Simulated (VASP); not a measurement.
# Zr (Im-3m) in VASP: settings compared

One crystal, Zr, is run at these levels: PBE+D3(BJ), PBEsol; tasks: relaxation of cell and atoms.

Everything below comes from runs of VASP 6.6.1. Logs are shortened: lines on timing, memory, paths and dates and some standing lists are left out, and cuts for length are marked.

### Step 1. Starting point

It takes space group Im-3m (No. 229, cubic). Conventional cell: a = 3.582 Å, b = 3.582 Å, c = 3.582 Å, α = 90.00°, β = 90.00°, γ = 90.00°. Zr (site symmetry m-3m) has 8 Zr at 3.10 Å as nearest neighbours.

This isn't the form of Zr at room conditions, which is hcp.

### Step 2. Relaxation of cell and atoms, PBE+D3(BJ)

The input, INCAR:

```
SYSTEM = Zr
  PREC = Accurate
  ENCUT = 600
  EDIFF = 1E-7
  ISMEAR = 0
  SIGMA = 0.1
  LREAL = .False.
  LASPH = .True.
  NELM = 80
  ALGO = Normal
  ISIF = 3
  LWAVE = .False.
  LCHARG = .False.
  GGA = PE
  IVDW = 12
  IBRION = 2
  NSW = 90
  EDIFFG = -0.005
```

The input, KPOINTS:

```
Automatic mesh
0
Gamma
  16 16 16
  0 0 0
```

The input, POSCAR:

```
Zr
1.0
   -1.7908472700      1.7908472700      1.7908472700
    1.7908472700     -1.7908472700      1.7908472700
    1.7908472700      1.7908472700     -1.7908472700
Zr
1
Direct
    0.0000000000      0.0000000000      0.0000000000
```

Potentials or basis: VASP PAW PBE potentials, release 64 (Zr_sv).

The run is started by

```bash
$ cat potpaw_PBE.64/Zr_sv/POTCAR > POTCAR
$ mpirun -np 1 vasp_std > vasp.out
```

OUTCAR:

```text
SYSTEM = Zr
   PREC = Accurate
   ENCUT = 600
   EDIFF = 1E-7
   ISMEAR = 0
   LREAL = .False.
   LASPH = .True.
   NELM = 80
   ISIF = 3
   GGA = PE
   IVDW = 12
   IBRION = 2
   NSW = 90
   EDIFFG = -0.005
 IVDW          = 12

 ion  position               nearest neighbor table
   1  0.000  0.000  0.000-

  LATTYP: Found a body centered cubic cell.
 ALAT       =     3.5816945400

  Lattice vectors:

 A1 = (  -1.7908472700,   1.7908472700,   1.7908472700)
 A2 = (   1.7908472700,  -1.7908472700,   1.7908472700)
 A3 = (   1.7908472700,   1.7908472700,  -1.7908472700)

Analysis of symmetry for initial positions (statically):
=====================================================================
 Subroutine PRICEL returns:
 Original cell was already a primitive cell.

 Routine SETGRP: Setting up the symmetry group for a
 body centered cubic supercell.

 Subroutine GETGRP returns: Found 48 space group operations
 (whereof 48 operations were pure point group operations)
 out of a pool of 48 trial point group operations.

The static configuration has the point symmetry O_h .

Analysis of symmetry for dynamics (positions and initial velocities):
=====================================================================
 Subroutine PRICEL returns:
 Original cell was already a primitive cell.

 Routine SETGRP: Setting up the symmetry group for a
 body centered cubic supercell.

 Subroutine GETGRP returns: Found 48 space group operations
 (whereof 48 operations were pure point group operations)
 out of a pool of 48 trial point group operations.

The dynamic configuration has the point symmetry O_h .

 Subroutine INISYM returns: Found 48 space group operations
 (whereof 48 operations are pure point group operations),
 and found     1 'primitive' translations

----------------------------------------------------------------------------------------

                                     Primitive cell

  volume of cell :      22.9739

  direct lattice vectors                    reciprocal lattice vectors
    -1.790847270  1.790847270  1.790847270     0.000000000  0.279197455  0.279197455
     1.790847270 -1.790847270  1.790847270     0.279197455  0.000000000  0.279197455
     1.790847270  1.790847270 -1.790847270     0.279197455  0.279197455  0.000000000

  length of vectors
     3.101838460  3.101838460  3.101838460     0.394844827  0.394844827  0.394844827

  position of ions in fractional coordinates (direct lattice)
     0.000000000  0.000000000  0.000000000

  ion indices of the primitive-cell ions
   primitive index   ion index
                 1           1

----------------------------------------------------------------------------------------

 KPOINTS: Automatic mesh

Automatic generation of k-mesh.
 Grid dimensions read from file:
 generate k-points for:   16   16   16

 Generating k-lattice:

  Cartesian coordinates                     Fractional coordinates (reciprocal lattice)
     0.000000000  0.017449841  0.017449841     0.062500000  0.000000000  0.000000000
     0.017449841  0.000000000  0.017449841     0.000000000  0.062500000  0.000000000
     0.017449841  0.017449841  0.000000000     0.000000000  0.000000000  0.062500000

  Length of vectors
     0.024677802  0.024677802  0.024677802

  Shift w.r.t. Gamma in fractional coordinates (k-lattice)
     0.000000000  0.000000000  0.000000000

 Subroutine IBZKPT returns following result:
 ===========================================

 Found    145 irreducible k-points:

 Following reciprocal coordinates:
            Coordinates               Weight
  0.000000  0.000000  0.000000      1.000000
  0.062500  0.000000  0.000000     12.000000
  0.125000  0.000000  0.000000     12.000000
  0.187500  0.000000  0.000000     12.000000
  0.250000  0.000000  0.000000     12.000000
  0.312500  0.000000  0.000000     12.000000
[... 16 lines left out ...]
  0.187500  0.187500  0.000000     24.000000
  0.250000  0.187500 -0.000000     48.000000
 [... further k-points ...]
   k-points           NKPTS =    145   k-points in BZ     NKDIM =    145   number of bands    NBANDS=     10
   number of dos      NEDOS =    301   number of ions     NIONS =      1
   total plane-waves  NPLWV =  21952
   dimension x,y,z NGX =    28 NGY =   28 NGZ =   28
   dimension x,y,z NGXF=    56 NGYF=   56 NGZF=   56
   ions per type =               1
   NGX,Y,Z   is equivalent  to a cutoff of  15.01, 15.01, 15.01 a.u.
   NGXF,Y,Z  is equivalent  to a cutoff of  30.01, 30.01, 30.01 a.u.
 SYSTEM =  Zr
   PREC   = accura    normal or accurate (medium, high low for compatibility)
   ISTART =      0    job   : 0-new  1-cont  2-samecut
   ICHARG =      2    charge: 1-file 2-atom 10-const
   ISPIN  =      1    spin polarized calculation?
   LNONCOLLINEAR =      F non collinear calculations
   LSORBIT =      F    spin-orbit coupling
   LASPH  =      T    aspherical Exc in radial PAW
   ENCUT  =  600.0 eV  44.10 Ry    6.64 a.u.   6.20  6.20  6.20*2*pi/ulx,y,z
   NELM   =     80;   NELMIN=  2; NELMDL= -5     # of ELM steps
   EDIFF  = 0.1E-06   stopping-criterion for ELM
   LREAL  =      F    real-space projection
   EDIFFG = -.5E-02   stopping-criterion for IOM
   NSW    =     90    number of steps for IOM
   IBRION =      2    ionic relax: 0-MD 1-quasi-New 2-CG
   NFREE  =      1    steps in history (QN), initial steepest desc. (CG)
   ISIF   =      3    stress and relaxation
   ISYM   =      2    0-nonsym 1-usesym 2-fastsym
   POTIM  = 0.5000    time-step for ionic-motion
   TEBEG  =    0.0;   TEEND  =   0.0 temperature during run
   PSTRESS=    0.0 pullay stress
   NELECT =      12.0000    total number of electrons
   NUPDOWN=      -1.0000    fix difference up-down
   EMIN   =  10.00;   EMAX   =-10.00  energy-range for DOS
   EFERMI =   0.00;   METHOD = LEGACY
   ISMEAR =     0;   SIGMA  =   0.10  broadening in eV -4-tet -1-fermi 0-gaus
   EFERMI_NEDOS =   21; number of points for ismear=-14 and -15
   IALGO  =     38    algorithm
   IMIX   =      4    mixing-type and parameters
     AMIX     =   0.40;   BMIX     =  1.00
     AMIX_MAG =   1.60;   BMIX_MAG =  1.00
  volume/ion in A,a.u.               =      22.97       155.04
  Fermi-wavevector in a.u.,A,eV,Ry     =   1.318429  2.491469 23.650390  1.738255
  Thomas-Fermi vector in A             =   2.448399
   LORBIT       =      0    0 simple, 1 ext, 2 COOP (PROOUT), +10 PAW based schemes
   GGA     = PE    functional components
   LHFCALC =     F    Hartree Fock is set to
   AEXX    =    0.0000 exact exchange contribution
   IVDW    =    12    specifies the selected vdW correction
   LEPSILON=     F    determine dielectric tensor
   LRPA    =     F    only Hartree local field effects (RPA)
 conjugate gradient relaxation of ions
 non-spin polarized calculation
 Gauss-broadening in eV      SIGMA  =   0.10
  energy-cutoff  :      600.00
  volume of cell :       22.97
 maximum number of plane-waves:       784
 NGX is ok and might be reduce to    28
   NGX = 13   NGY = 13   NGZ = 13

--------------------------------------- Ionic step        1  -------------------------------------------

 number of electron      12.0000000 magnetization

 Free energy of the ion-electron system (eV)
  ---------------------------------------------------
  ext. energy  EPLUGINS =         0.00000000
  ---------------------------------------------------
  free energy    TOTEN  =        -8.44013225 eV

  energy without entropy =       -8.43009691  energy(sigma->0) =       -8.43511458

------------------------ aborting loop because EDIFF is reached ----------------------------------------

 Edisp (eV)   -0.53496

 E8    (eV) :    -0.2744

  FORCE on cell =-STRESS in cart. coord.  units (eV):
  Direction    XX          YY          ZZ          XY          YZ          ZX
  --------------------------------------------------------------------------------------
  -------------------------------------------------------------------------------------
  Total      -0.62950    -0.62950    -0.62950     0.00000     0.00000     0.00000
  in kB     -43.90074   -43.90074   -43.90074     0.00000     0.00000     0.00000
  external pressure =      -43.90 kB  Pullay stress =        0.00 kB

 VOLUME and BASIS-vectors are now :
 -----------------------------------------------------------------------------
  energy-cutoff  :      600.00
  volume of cell :       22.97
      direct lattice vectors                 reciprocal lattice vectors
    -1.790847270  1.790847270  1.790847270     0.000000000  0.279197455  0.279197455
     1.790847270 -1.790847270  1.790847270     0.279197455  0.000000000  0.279197455
     1.790847270  1.790847270 -1.790847270     0.279197455  0.279197455  0.000000000
[... 40 lines left out ...]
 POSITION                                       TOTAL-FORCE (eV/Angst)
 -----------------------------------------------------------------------------------
      3.47292      0.00000      0.00000        -0.000000     -0.000000      0.000000
 -----------------------------------------------------------------------------------
    total drift:                                0.000000     -0.000000      0.000000

  FREE ENERGIE OF THE ION-ELECTRON SYSTEM (eV)
  ---------------------------------------------------
  free  energy   TOTEN  =        -8.9808588256 eV

  energy  without entropy=       -8.9725625451  energy(sigma->0) =       -8.97671069

--------------------------------------- Ionic step        3  -------------------------------------------

 number of electron      12.0000000 magnetization

 Free energy of the ion-electron system (eV)
  ---------------------------------------------------
  ext. energy  EPLUGINS =         0.00000000
  ---------------------------------------------------
  free energy    TOTEN  =        -8.42693658 eV

  energy without entropy =       -8.41783112  energy(sigma->0) =       -8.42238385

 E-fermi :   9.4316     XC(G=0): -11.3729

 val. band max:        9.4297533642   @ k =   0.1250   0.1250   0.0625
 cond. band min:       9.4431811041   @ k =   0.1875   0.1875   0.0000
 fundamental gap:      0.0134277399
 Fermi energy:         9.4316317339

 k-point     1 :       0.0000    0.0000    0.0000
  band No.  band energies     occupation
      1     -38.9271      2.00000
      2     -16.3390      2.00000
      3     -16.3390      2.00000
      4     -16.3390      2.00000
      5       3.9764      2.00000
      6      10.5963      0.00000
      7      10.5963      0.00000
      8      10.5963      0.00000
      9      13.2441      0.00000
     10      13.2441      0.00000

 k-point     2 :       0.0625    0.0000    0.0000
  band No.  band energies     occupation
      1     -38.9198      2.00000
      2     -16.3878      2.00000
      3     -16.3537      2.00000
      4     -16.3395      2.00000
      5       4.1201      2.00000
      6      10.4981      0.00000
      7      10.5646      0.00000
      8      10.7359      0.00000
      9      13.0862      0.00000
     10      13.2416      0.00000
[... 274 lines left out ...]
 k-point    24 :       0.2500    0.1875   -0.0000
  band No.  band energies     occupation
      1     -38.7530      2.00000
      2     -17.2671      2.00000
      3     -16.7205      2.00000
      4     -16.4415      2.00000
      5       7.2071      2.00000
      6       8.8644      2.00000
      7       9.4848      0.45182
      8      12.7040      0.00000
      9      13.9958      0.00000
     10      15.4968      0.00000

 [... further k-points ...]

------------------------ aborting loop because EDIFF is reached ----------------------------------------

 Edisp (eV)   -0.56454

 E8    (eV) :    -0.2899

  FORCE on cell =-STRESS in cart. coord.  units (eV):
  Direction    XX          YY          ZZ          XY          YZ          ZX
  --------------------------------------------------------------------------------------
  -------------------------------------------------------------------------------------
  Total      -0.00148    -0.00148    -0.00148     0.00000     0.00000     0.00000
  in kB      -0.10901    -0.10901    -0.10901     0.00000     0.00000     0.00000
  external pressure =       -0.11 kB  Pullay stress =        0.00 kB

 VOLUME and BASIS-vectors are now :
 -----------------------------------------------------------------------------
  energy-cutoff  :      600.00
  volume of cell :       21.82
      direct lattice vectors                 reciprocal lattice vectors
    -1.760463770  1.760463770  1.760463770     0.000000000  0.284016069  0.284016069
     1.760463770 -1.760463770  1.760463770     0.284016069  0.000000000  0.284016069
     1.760463770  1.760463770 -1.760463770     0.284016069  0.284016069  0.000000000

 POSITION                                       TOTAL-FORCE (eV/Angst)
 -----------------------------------------------------------------------------------
      0.00000      0.00000      0.00000        -0.000000      0.000000     -0.000000
 -----------------------------------------------------------------------------------
    total drift:                               -0.000000     -0.000000     -0.000000

  FREE ENERGIE OF THE ION-ELECTRON SYSTEM (eV)
  ---------------------------------------------------
  free  energy   TOTEN  =        -8.9914726067 eV

  energy  without entropy=       -8.9823671476  energy(sigma->0) =       -8.98691988

 reached required accuracy - stopping structural energy minimisation
```

It took 45 s on 1 thread of Intel Xeon 6975P-C (Granite Rapids), shared host; peak memory 0.2 GiB.

Results:

- Free energy: -8.9915 eV
- Relaxed volume: 21.82 Å³/atom
- Relaxed cell: a = 3.049 Å, b = 3.049 Å, c = 3.049 Å, α = 109.47°, β = 109.47°, γ = 109.47°
- Space group after relaxing (to 0.05 Å): Im-3m (No. 229)
- Energy gained by relaxing: 16.4 meV/atom
- Ionic steps: 3
- Pressure after relaxing: 0.0 GPa
- Band gap on the k mesh: none (metal or under the smearing width)
- Dispersion energy per atom: -0.565 eV

The path:
| step | energy change (eV) | largest force (eV/Å) | pressure (GPa) | volume (Å³) |
| --- | --- | --- | --- | --- |
| 1 | 0.0000 | 0.0000 | -4.39 | 22.97 |
| 2 | -0.0058 | 0.0000 | 3.98 | 20.94 |
| 3 | -0.0164 | 0.0000 | -0.01 | 21.82 |

Final structure:
```yaml
crystal:
  lattice:
    - [-1.76046, 1.76046, 1.76046]
    - [1.76046, -1.76046, 1.76046]
    - [1.76046, 1.76046, -1.76046]
  atoms:
    - { symbol: Zr, position: [0.00000, 0.00000, 0.00000] }
```

Caveat: pairwise dispersion overbinds metals, which lowers pressure and volume.

### Step 3. Relaxation of cell and atoms, PBEsol

INCAR, as its differences from that of step 2:

```diff
@@ -2,3 +2,3 @@
   PREC = Accurate
-  ENCUT = 600
+  ENCUT = 300
   EDIFF = 1E-7
@@ -13,4 +13,3 @@
   LCHARG = .False.
-  GGA = PE
-  IVDW = 12
+  GGA = PS
   IBRION = 2
```

KPOINTS is that of step 2.

POSCAR is that of step 2.

Potentials or basis: VASP PAW PBE potentials, release 64 (Zr_sv).

The run is started by

```bash
$ cat potpaw_PBE.64/Zr_sv/POTCAR > POTCAR
$ mpirun -np 1 vasp_std > vasp.out
```

OUTCAR:

```text
SYSTEM = Zr
   PREC = Accurate
   ENCUT = 300
   EDIFF = 1E-7
   ISMEAR = 0
   LREAL = .False.
   LASPH = .True.
   NELM = 80
   ISIF = 3
   GGA = PS
   IBRION = 2
   NSW = 90
   EDIFFG = -0.005

 ion  position               nearest neighbor table
   1  0.000  0.000  0.000-

  LATTYP: Found a body centered cubic cell.
 ALAT       =     3.5816945400

  Lattice vectors:

 A1 = (  -1.7908472700,   1.7908472700,   1.7908472700)
 A2 = (   1.7908472700,  -1.7908472700,   1.7908472700)
 A3 = (   1.7908472700,   1.7908472700,  -1.7908472700)

Analysis of symmetry for initial positions (statically):
=====================================================================
 Subroutine PRICEL returns:
 Original cell was already a primitive cell.

 Routine SETGRP: Setting up the symmetry group for a
 body centered cubic supercell.

 Subroutine GETGRP returns: Found 48 space group operations
 (whereof 48 operations were pure point group operations)
 out of a pool of 48 trial point group operations.

The static configuration has the point symmetry O_h .

Analysis of symmetry for dynamics (positions and initial velocities):
=====================================================================
[... 227 lines left out ...]
--------------------------------------- Ionic step        3  -------------------------------------------

 number of electron      12.0000000 magnetization

 Free energy of the ion-electron system (eV)
  ---------------------------------------------------
  ext. energy  EPLUGINS =         0.00000000
  ---------------------------------------------------
  free energy    TOTEN  =        -9.01640893 eV

  energy without entropy =       -9.00756370  energy(sigma->0) =       -9.01198632

 E-fermi :   9.3877     XC(G=0): -11.5307

 val. band max:        9.3874860432   @ k =  -0.3750   0.3750   0.1250
 cond. band min:       9.3926800315   @ k =   0.1875   0.1875   0.0000
 fundamental gap:      0.0051939882
 Fermi energy:         9.3877023833

 k-point     1 :       0.0000    0.0000    0.0000
  band No.  band energies     occupation
      1     -38.8392      2.00000
      2     -16.2667      2.00000
      3     -16.2667      2.00000
      4     -16.2667      2.00000
      5       3.9507      2.00000
      6      10.5501      0.00000
      7      10.5501      0.00000
      8      10.5501      0.00000
      9      13.2384      0.00000
     10      13.2384      0.00000
[... 287 lines left out ...]
 k-point    24 :       0.2500    0.1875   -0.0000
  band No.  band energies     occupation
      1     -38.6579      2.00000
      2     -17.2285      2.00000
      3     -16.6633      2.00000
      4     -16.3746      2.00000
      5       7.1689      2.00000
      6       8.8095      2.00000
      7       9.4462      0.40837
      8      12.6875      0.00000
      9      14.0026      0.00000
     10      15.5277      0.00000

 [... further k-points ...]

------------------------ aborting loop because EDIFF is reached ----------------------------------------

  FORCE on cell =-STRESS in cart. coord.  units (eV):
  Direction    XX          YY          ZZ          XY          YZ          ZX
  --------------------------------------------------------------------------------------
  -------------------------------------------------------------------------------------
  Total       -0.0026853     -0.0026853     -0.0026853     -0.0000000      0.0000000      0.0000000
  in kB       -0.1985999     -0.1985999     -0.1985999     -0.0000000      0.0000000      0.0000000
  external PRESSURE =      -0.1985999 kB  Pullay stress =       0.0000000 kB
[... 16 lines left out ...]
  FREE ENERGIE OF THE ION-ELECTRON SYSTEM (eV)
  ---------------------------------------------------
  free  energy   TOTEN  =        -9.0164089297 eV

  energy  without entropy=       -9.0075637025  energy(sigma->0) =       -9.01198632

 reached required accuracy - stopping structural energy minimisation
```

It took 19 s on 1 thread of Intel Xeon 6975P-C (Granite Rapids), shared host; peak memory 0.13 GiB.

What came out:

| Item | Value |
| --- | --- |
| Free energy | -9.0164 eV |
| Relaxed volume | 21.66 Å³/atom |
| Relaxed cell | a = 3.042 Å, b = 3.042 Å, c = 3.042 Å, α = 109.47°, β = 109.47°, γ = 109.47° |
| Space group after relaxing (to 0.05 Å) | Im-3m (No. 229) |
| Energy gained by relaxing | 21.0 meV/atom |
| Ionic steps | 3 |
| Pressure after relaxing | 0.0 GPa |
| Band gap on the k mesh | none (metal or under the smearing width) |

Step by step:
| step | energy change (eV) | largest force (eV/Å) | pressure (GPa) | volume (Å³) |
| --- | --- | --- | --- | --- |
| 1 | 0.0000 | 0.0000 | -4.91 | 22.97 |
| 2 | -0.0085 | 0.0000 | 4.35 | 20.71 |
| 3 | -0.0210 | 0.0000 | -0.02 | 21.66 |

Final structure:
```cif
data_structure
_symmetry_space_group_name_H-M 'P 1'
_symmetry_Int_Tables_number 1
_cell_length_a 3.0417
_cell_length_b 3.0417
_cell_length_c 3.0417
_cell_angle_alpha 109.471
_cell_angle_beta 109.471
_cell_angle_gamma 109.471
_cell_volume 21.66
loop_
_atom_site_label
_atom_site_type_symbol
_atom_site_fract_x
_atom_site_fract_y
_atom_site_fract_z
_atom_site_occupancy
Zr1 Zr 0.00000 0.00000 0.00000 1
```

Levels at points of the mesh, in eV from the Fermi level:
| k point | band 2 | band 3 | band 4 | band 5 | band 6 | band 7 | band 8 | band 9 | band 10 |
| --- | --- | --- | --- | --- | --- | --- | --- | --- | --- |
| (0.00, 0.00, 0.00) | -25.65 | -25.65 | -25.65 | -5.44 | 1.16 | 1.16 | 1.16 | 3.85 | 3.85 |
| (0.50, 0.00, 0.00) | -26.88 | -26.04 | -25.67 | -2.98 | -0.80 | 1.94 | 3.88 | 4.61 | 6.92 |
| (0.50, 0.50, 0.50) | -26.49 | -26.49 | -26.49 | -2.84 | -2.84 | 6.16 | 6.16 | 6.16 | 7.96 |

Caveat: the PAW data sets were made with another functional, which shifts forces and pressure a little.
